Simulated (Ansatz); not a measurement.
**InSb$_{3}$: energy from the work of forces and stress**

```
In Sb
1.0
     0.00000    3.79455    3.79455
     3.79455    0.00000    3.79455
     3.79455    3.79455    0.00000
In Sb
1 3
Direct
  0.00000 0.00000 0.00000
  0.25000 0.25000 0.25000
  0.75000 0.75000 0.75000
  0.50000 0.50000 0.50000
```

Computed with DFT PBE, scalar-relativistic, plane waves, PAW in Ansatz.

Plane waves to 420 eV, a k mesh through Γ of 10×10×10 on the computed 4-atom cell and Gaussian smearing (0.10 eV); no spin polarisation.

At the start the stress (GPa, compression positive, xx yy zz yz xz xy) is -0.14 -0.14 -0.14 0.00 0.00 0.00 and all forces are under 0.005 eV/Å. Each variant moves atoms by u and then strains the cell by ε, so an atom ends at (r + u)(1 + ε); shears are tensor components, each standing twice in ε. The starting volume is 109.27 Å³.

Variant 1: strain (xx yy zz yz xz xy, %) 1.92 1.92 1.92 0.00 0.00 0.00. There the stress is -2.69 -2.69 -2.69 0.00 0.00 0.00 GPa.

Variant 2: strain (xx yy zz yz xz xy, %) -2.08 -2.08 -2.08 0.00 0.00 0.00. There the stress is 3.68 3.68 3.68 0.00 0.00 0.00 GPa.

Variant 3: strain (xx yy zz yz xz xy, %) -1.43 -1.43 -1.43 0.00 0.00 0.00. There the stress is 2.36 2.36 2.36 0.00 0.00 0.00 GPa.

Variant 4: strain (xx yy zz yz xz xy, %) -3.59 -3.59 -3.59 0.00 0.00 0.00. There the stress is 7.29 7.29 7.29 0.00 0.00 0.00 GPa.

**Question.** Estimate each change of free energy from forces and stresses by the trapezoid rule along the path (r + tu)(1 + tε), t from 0 to 1, and compare with the computed change.

**Answer.** The derivative of the energy along the path is −F·u(1 + tε) for the atoms and −V σ(1 + tε)⁻¹ : ε for the cell, with F, σ and V taken at t (σ positive in compression; 1 eV/Å³ = 160.2 GPa). Averaging t = 0 and t = 1 gives, in meV per atom:
```csv
variant,work on atoms,work on cell,sum,computed
1,0.0,14.4,14.4,15.0
2,0.0,18.0,18.0,17.3
3,0.0,7.9,7.9,7.6
4,0.0,60.9,60.9,56.7
```

The rule is exact for a quadratic energy surface and overshoots a term ct³ by c/2, so the difference between the last two columns measures the net anharmonic part along the path (terms of opposite sign can cancel, and the finite basis adds a little): 3 to 7 % here.